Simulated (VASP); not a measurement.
Al, 2 atoms in the cell. It takes space group P6_3/mmc (No. 194, hexagonal). Conventional cell: a = 2.577 Å, b = 2.577 Å, c = 4.196 Å, α = 90.00°, β = 90.00°, γ = 120.00°. Around Al (site symmetry -6m2) lie 12 Al at 2.57 to 2.58 Å. This isn't the form of Al at room conditions, which is fcc.

- Program: VASP 6.6.1
- Task: relaxation of cell and atoms
- Functional: PBE
- Dispersion: D3(BJ)
- Potentials or basis: VASP PAW PBE potentials, release 64 (Al)
- Cutoff: 600 eV
- k mesh: 18 × 18 × 10
- Occupations: gaussian, width 0.1 eV
- Spin: no spin polarisation
- Target pressure: 50 GPa
- Dipole correction: no
- Further INCAR settings: ALGO = Fast; EDIFF = 1e-07; IBRION = 2; EDIFFG = -0.008; NSW = 70; ISIF = 3
- Target pressure: 50 GPa

Potentials or basis: VASP PAW PBE potentials, release 64 (Al).

Run with:

```bash
$ cat potpaw_PBE.64/Al/POTCAR > POTCAR
$ mpirun -np 1 vasp_std > vasp.out
```

Hardware: 1 thread of Intel(R) Xeon(R) Platinum 8488C (Sapphire Rapids), on a shared host.

**Question.** Estimate the wall time of this run.

**Answer.** It took 63 s on 1 thread of Intel(R) Xeon(R) Platinum 8488C (Sapphire Rapids) (shared host), peak memory 0.19 GiB. Counts: scf iterations 39, k points 222, ion steps 6.
